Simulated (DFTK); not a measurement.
Runs of DFTK 0.8.2 on Pt. Symmetry: Fm-3m, No. 225, cubic system. The conventional cell has a = 3.922 Å, b = 3.922 Å, c = 3.922 Å, α = 90.00°, β = 90.00°, γ = 90.00°. Pt (site symmetry m-3m) has 12 Pt at 2.77 Å as nearest neighbours. 

```tsv
task	level	potentials or basis	k mesh	cutoff (eV)	valence electrons	mesh quality	gap on the mesh (eV)	pressure (GPa)
band structure	RPBE	dojo.nc.sr.pbe.v0_5.standard.upf (PBE)	12 × 12 × 12	1143	Pt 18	not flagged	none	(a)
band structure	LDA	cp2k.nc.sr.lda.v0_1.semicore.gth (LDA, GTH)	12 × 12 × 12	1660	Pt 18	not flagged	none	-5.9
band structure	PBEsol	SG15 1.2 (PBE)	12 × 12 × 12	1225	Pt 18	not flagged	none	0.7
band structure	BJ06	cp2k.nc.sr.pbe.v0_1.largecore.gth (PBE, GTH, large core)	12 × 12 × 12	1415	Pt 10	not flagged	none	-
```

Alike in all rows: no spin polarisation; cell as given; smearing fermi-dirac 0.05 eV.

Task: Fill in the values left out.

Result: (a) 13.7.

Caveats: the potentials were made for another functional, which shifts forces and pressure (some runs); GTH potentials come without recommended cutoffs, and this one wasn't checked for convergence (some runs); the program leaves the constant c of mgga_x_tb09 at 1, so the potential is Becke-Johnson's (BJ06) and not Tran and Blaha's, with levels but no total energy (some runs); the program warned that the kinetic-energy density falls under its von Weizsäcker bound, which can give unphysical results (some runs); this set keeps more shells in the core, which shifts pressures and gaps (some runs).

A k mesh can miss the band edges, and the runs leave out spin-orbit coupling on Pt.

A gap of «none» marks a metal or a gap under the smearing width.

Not every run made on this cell is shown here.
